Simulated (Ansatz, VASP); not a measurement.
One calculation of GaN, two programs

```xyz
2
Lattice="0.0000 2.1352 2.1352 2.1352 0.0000 2.1352 2.1352 2.1352 0.0000" Properties=species:S:1:pos:R:3 pbc="T T T"
Ga    0.0000    0.0000    0.0000
N     2.1352    2.1352    2.1352
```

Measurements of this composition are mostly on another form, of space group No. 186.

Alike in both runs: task single point; functional LDA; k mesh 11 × 11 × 11; occupations gaussian, width 0.1 eV; no spin polarisation.

```csv
,VASP,Ansatz
version,VASP 6.6.1,Ansatz 0.2.0
potentials or method,"VASP PAW LDA potentials, release 64 (Ga_d, N), cutoff 520 eV","all-electron LAPW, scalar-relativistic"
```

VASP gave:

```
gap on the k mesh at the Fermi level (eV) : 0.36
least direct gap on the mesh (eV)         : 2.45
pressure (GPa)                            : -12.4
```

Task: Which values does Ansatz return?

Result: gap on the k mesh at the Fermi level (eV): 0.34; least direct gap on the mesh (eV): 2.42; pressure (GPa): -13.5.

Ansatz ran all-electron here, so the differences hold the error of VASP's frozen core and of both bases.

Caveats: an odd mesh through Γ misses points on the zone boundary, where band edges often lie.
